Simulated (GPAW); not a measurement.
**linear V chain, spacing 2.761 A: from the magnetic state to anisotropy**

Wanted: anisotropy for linear V chain, spacing 2.761 A, with the cost of each step.

Program: GPAW 26.7.0. Level of theory: LDA; plane waves with GPAW's PAW setups, scalar-relativistic. Results are calculated unless marked as measured.

### 1. The structure

The cell holds 1 atom: 1 V. Its edges and angles: a = 12.000 Å, b = 12.000 Å, c = 2.761 Å, α = 90.0°, β = 90.0°, γ = 90.0°. model lattice. Vacuum lies along a and b. The structure's axis is c.

The settings of this session are not all sound (see the inputs), so it shows what such settings give, not the properties of the crystal.

### 2. Self-consistent state

All later steps read the density of this run.

Input file order1.py:

```python
import json
import numpy as np
from ase import Atoms
from ase.parallel import paropen, parprint
from gpaw import GPAW

atoms = Atoms(['V'],
    cell=[[12.0, 0.0, 0.0],
         [0.0, 12.0, 0.0],
         [0.0, 0.0, 2.761]],
    scaled_positions=[[0.5, 0.5, 0.0]],
    pbc=True,
    magmoms=[1.5])
atoms.calc = GPAW(mode={'name': 'pw', 'ecut': 550},
    xc='LDA',
    kpts={'size': (1, 1, 10), 'gamma': True},
    occupations={'name': 'fermi-dirac', 'width': 0.1},
    convergence={'density': 0.001, 'energy': 1e-05},
    maxiter=200,
    symmetry={'tolerance': 1e-4},
    txt='order1.txt')
e = atoms.get_potential_energy(force_consistent=True)
res = {'free_energy': e, 'energy_sigma0': atoms.get_potential_energy(), 'fermi_energy': atoms.calc.get_fermi_level()}
res['moments'] = atoms.get_magnetic_moments().tolist()
res['total'] = atoms.get_magnetic_moment()
parprint('site moments (muB):', np.round(res['moments'], 3))
parprint(f"total moment: {res['total']:.3f} muB")
parprint(f'free energy: {e:.6f} eV')
atoms.calc.write('order1.gpw')
with paropen('results.json', 'w') as f:
    json.dump(res, f)
```

Launch:

```console
$ OMP_NUM_THREADS=1 python3 order1.py > order1.log
```

Output:

```text
site moments (muB): [2.952]
total moment: 4.002 muB
free energy: -4.683238 eV

--- order1.txt ---
Input parameters:
  mode=PW(ecut=550),
  convergence={'density': 0.001, 'energy': 1e-05},
  kpts=MonkhorstPack(size=(1, 1, 10), gamma=True),
  maxiter=200,
  occupations=Occupations(name='fermi-dirac', width=0.1),
  symmetry=Symmetry(tolerance=0.0001),
  xc=XC(name='LDA')

Diagonalizing LCAO Hamiltonian
Converting LCAO to pw mode
        .----------------------------.
       /|                            |
      / |                            |
     /  .----------------------------.
    /  /                            /
   /  /                            /
  /  /                            /
 *  /              V             /
 | /                            /
 |/                            /
 *----------------------------*

Atoms  # Å, Bohr magnetons
|   | symbol |        x |        y |        z |    initial magnetic moments |
|---|--------|----------|----------|----------|-----------------------------|
| 0 |      V | 6.000000 | 6.000000 | 0.000000 | ( 0.0000,  0.0000,  1.5000) |

Unit cell  # Å
| periodic |         x |         y |        z |   lengths |    angles |
|----------|-----------|-----------|----------|-----------|-----------|
|      yes | 12.000000 |  0.000000 | 0.000000 | 12.000000 | 90.000000 |
|      yes |  0.000000 | 12.000000 | 0.000000 | 12.000000 | 90.000000 |
|      yes |  0.000000 |  0.000000 | 2.761000 |  2.761000 | 90.000000 |

Number of symmetries: 16

BZ-sampling:
  Number of BZ points: 10
  Number of IBZ points: 6

  Monkhorst-Pack size: [1, 1, 10]
  Monkhorst-Pack shift: [0.0, 0.0, 0.05]

Plane wave coefficients: 11675
Cutoff: 550.0 eV

Spin-components: 2 (collinear spins)
Bands:           13
Projectors:      6
Spin-degeneracy: 1
Datatype:        complex128

Parallelization:
  kpt:    1
  domain: 1
  band:   1

Density:
  Valence electrons: 13.0
  Components: 2
  Grid points: [70 70 15]
  Charge: 0.0  # |e|

Potential:
  Grid points: [70 70 15]

[... setups left out ...]
Reference energy: -25767.601835  # eV

eigensolver:
  PPCG
  Converge bands: occupied
  niter=2

density mixing:
  MSR1-Mixer
  Pratt-step length: 0.05
  Maximum mixing coefficient: 0.75
  Old densities: 10
  SVD Regularization: 0.005
  Good broyden scale: 1.0
  Trust region scale: 1.0
  Backstep threshold: 4.0
  History deletion threshold: 6.0
  Fourier metric: weight=20.0, sigma=0.015

occupation numbers:
  Fermi-Dirac:
    width: 0.1000  # eV

poisson solver:
  ecut: 4400.0  # eV

xc functional:
  name: None

convergence criteria:
- Maximum integral of absolute [dens]ity change: 0.001 electrons / valence electron
- Maximum [total energy] change in last 3 cyles: 1e-05 eV / valence electron
- Maximum integral of absolute [eigenst]ate change: 4e-08 eV^2 / valence electron
maximum number of iterations: 200

SCF iterations
|iter     |      energy | eigst |  dens |  magmom |
|---------|-------------|-------|-------|---------|
|iter:   1|       0s |   -4.462656 | +0.29 |       |  +1.5048|
|iter:   2|       2s |   -4.298647 | -0.76 | -0.66 |  +1.5746|
|iter:   3|       4s |   -4.252411 | -0.99 | -0.71 |  +2.2422|
|iter:   4|       5s |   -4.556067 | -1.98 | -0.83 |  +3.2224|
|iter:   5|       7s |   -4.628341 | -2.06 | -1.13 |  +4.1000|
|iter:   6|       9s |   -4.629446 | -2.85 | -1.82 |  +3.8868|
|iter:   7|      11s |   -4.630034 | -3.78 | -1.91 |  +3.9562|
|iter:   8|      12s |   -4.629935 | -4.09 | -2.31 |  +3.9923|
|iter:   9|      14s |   -4.629908c| -5.13 | -3.04c|  +3.9993|
|iter:  10|      16s |   -4.629890c| -5.66 | -3.62c|  +4.0020|
|iter:  11|      18s |   -4.629892c| -6.20 | -4.29c|  +4.0018|
|iter:  12|      19s |   -4.629893c| -6.68 | -4.89c|  +4.0017|
|iter:  13|      21s |   -4.629893c| -7.12 | -5.38c|  +4.0017|
|iter:  14|      22s |   -4.629893c| -7.49c| -6.18c|  +4.0017|

Converged in 14 steps
Energy contributions relative to reference atoms: (reference = -25767.601835)

Energy contributions:
  Kinetic:          -2.295153
  Coulomb:           4.844265
  Zero:              0.049966
  External:          0.000000
  Xc:               -7.175626
  Entropy:          -0.106690
  Spinorbit:         0.000000
  ----------------------------
  Free energy:      -4.683238
  Extrapolated:     -4.629893

dipole moment: (0.000000, 0.000000, -6.503888)  # |e|*Ang

Total magnetic moment: (0.000000, 0.000000, 4.001704)

Local magnetic moments
|        x |        y |        z |
|----------|----------|----------|
| 0.000000 | 0.000000 | 2.951907 |  # V    0

Fermi level: -3.394
Eigenvalues  # (at kpt = [0.000, 0.000, 0.000])
| band index |      eig [eV] | occ [0-1] |      eig [eV] | occ [0-1] |
|------------|---------------|-----------|---------------|-----------|
|          0 |       -67.610 |     1.000 |       -64.753 |     1.000 |
|          1 |       -41.801 |     1.000 |       -39.046 |     1.000 |
|          2 |       -41.801 |     1.000 |       -38.920 |     1.000 |
|          3 |       -41.754 |     1.000 |       -38.920 |     1.000 |
|          4 |        -6.641 |     1.000 |        -4.942 |     1.000 |
|          5 |        -4.528 |     1.000 |        -2.422 |     0.000 |
|          6 |        -3.899 |     0.994 |        -1.442 |     0.000 |
|          7 |        -3.899 |     0.994 |        -1.439 |     0.000 |
|          8 |        -2.666 |     0.001 |        -1.351 |     0.000 |
|          9 |        -2.666 |     0.001 |        -1.351 |     0.000 |
|         10 |        -2.274 |     0.000 |        -0.004 |     0.000 |
|         11 |        -2.274 |     0.000 |        -0.004 |     0.000 |
|         12 |         0.128 |     0.000 |         0.295 |     0.000 |

No gap
No difference between direct/indirect transitions
```

Run time: 26 s. Hardware: 1 MPI rank of Intel Xeon Platinum 8488C (Sapphire Rapids), shared host; peak memory 0.33 GiB.

Read from the output:

```yaml
magnetization: 4.002 μB
final_state: ferromagnetic
largest_moment: 2.952 μB
```

After 14 cycles the largest moment stands at 2.95 μB.

### 3. States for the response

The steps that follow sum over empty states, which the ground-state run does not converge; 15 states a spin are converged here at the frozen density and written with their wave functions.

It starts from the saved density of the lowest of the states tried.

Input file nscf.py:

```python
from gpaw import GPAW

calc = GPAW('order1.gpw').fixed_density(
    kpts={'size': (1, 1, 10), 'gamma': True},
    nbands=19,
    convergence={'bands': 15, 'eigenstates': 1e-9},
    eigensolver='ppcg',
    parallel={'domain': 1},
    txt='nscf.txt')
calc.write('nscf.gpw', mode='all')
```

Launch:

```console
$ OMP_NUM_THREADS=1 python3 nscf.py > nscf.log
```

Output:

```text
Input parameters:
  mode=PW(ecut=550),
  convergence={'bands': 15, 'eigenstates': 1e-09},
  eigensolver=PPCG(niter=2, min_niter=1, max_buffer_mem=209715200, blocksize=None, rr_modulo=5, include_cg=True, promote_inner_dtype=False, tolerances=None),
  gpts=array([70, 70, 15]),
  kpts=MonkhorstPack(size=(1, 1, 10), gamma=True),
  maxiter=200,
  nbands=19,
  occupations=Occupations(name='fermi-dirac', width=0.1),
  parallel={'domain': 1},
  symmetry=Symmetry(tolerance=0.0001),
  xc=XC(name='LDA')
```

Wall time 42 s (1 MPI rank); peak memory 0.37 GiB.

### 4. Magnetocrystalline anisotropy

Spin–orbit coupling is added in the basis of the saved states for each direction of the moments. The change in the band energy is the anisotropy energy, with no new self-consistent run.

Input file anisotropy.py:

```python
import json
import numpy as np
from ase.parallel import paropen, parprint
from gpaw import GPAW
from gpaw.spinorbit import soc_eigenstates

calc = GPAW('nscf.gpw')
angles = [[0.0, 0.0], [90.0, 0.0], [90.0, 90.0], [15.0, 0.0], [30.0, 0.0], [45.0, 0.0], [60.0, 0.0], [75.0, 0.0]]  # theta, phi in degrees
res = {'rows': []}
for scale in [1.0]:
    e0 = None
    for theta, phi in angles:
        soc = soc_eigenstates(calc, n2=15, scale=scale, theta=theta, phi=phi)
        e = soc.calculate_band_energy()
        e0 = e if e0 is None else e0
        orbital = soc.get_orbital_magnetic_moments()
        res['rows'].append([scale, theta, phi, 1000 * (e - e0), orbital.tolist()])
        parprint(f'scale {scale} theta {theta:6.1f} phi {phi:6.1f}  dE = {1000 * (e - e0):9.4f} meV  |L| =', np.round(np.linalg.norm(orbital, axis=1), 4))
with paropen('results.json', 'w') as f:
    json.dump(res, f)
```

Launch:

```console
$ OMP_NUM_THREADS=1 python3 anisotropy.py > anisotropy.log
```

Output:

```text
scale 1.0 theta    0.0 phi    0.0  dE =    0.0000 meV  |L| = [0.1234]
scale 1.0 theta   90.0 phi    0.0  dE =    0.7041 meV  |L| = [0.0529]
scale 1.0 theta   90.0 phi   90.0  dE =    0.7041 meV  |L| = [0.0529]
scale 1.0 theta   15.0 phi    0.0  dE =    0.0469 meV  |L| = [0.12]
scale 1.0 theta   30.0 phi    0.0  dE =    0.1752 meV  |L| = [0.1102]
scale 1.0 theta   45.0 phi    0.0  dE =    0.3511 meV  |L| = [0.0951]
scale 1.0 theta   60.0 phi    0.0  dE =    0.5275 meV  |L| = [0.077]
scale 1.0 theta   75.0 phi    0.0  dE =    0.6569 meV  |L| = [0.0603]
```

The job ended after 2.4 s (1 MPI rank; peak memory 0.2 GiB).

Directions, in the order of the table: z (the chain axis); x; y; 0.17 of the way from z (the chain axis) to x; 0.33 of the way from z (the chain axis) to x; 0.50 of the way from z (the chain axis) to x; 0.67 of the way from z (the chain axis) to x; 0.83 of the way from z (the chain axis) to x.

Theta from the Cartesian z axis, phi from x; spin up lies along the direction. Anisotropy, by row:

```csv
spin-orbit scale,theta (degrees),phi (degrees),band energy less the first direction's (meV a cell),orbital moment of atom 1 along the direction (μB),sum of orbital moments along the direction (μB a cell)
1,0,0,0,-0.1234,-0.1234
1,90,0,0.7041,-0.05291,-0.05291
1,90,90,0.7041,-0.05293,-0.05293
1,15,0,0.0469,-0.1187,-0.1187
1,30,0,0.1752,-0.1059,-0.1059
1,45,0,0.3511,-0.08827,-0.08827
1,60,0,0.5275,-0.07062,-0.07062
1,75,0,0.6569,-0.05766,-0.05766
```

### 5. Outcome

```
state                              : ferromagnetic
largest site moment                : 2.95 μB
spread of the directions' energies : 0.704 meV a cell
easiest direction tried            : z (the chain axis)
```

**Reading.** About the ferromagnetic state the directions differ by 0.704 meV a cell, with z (the chain axis) easiest. The anisotropy comes from the force theorem at a frozen potential; it needs a check on a finer mesh, and shape anisotropy is not in it.

[Logs and program files are shortened in this print: banners, set-up blocks, solver, clock and traceback lines can be left out without a mark of their own.]

[Logs are printed without paths, hosts, clocks, repeated set-up lines and the standing remarks that a program may print on its own settings, such as how far it seeks lower states.]

[Hosts, paths, dates, database ids (printed as entryN), source tags and the programs' standing remarks are cut or masked in the printed files.]

[Where a cell is said to come from a database of computed structures, the database is the Materials Project.]
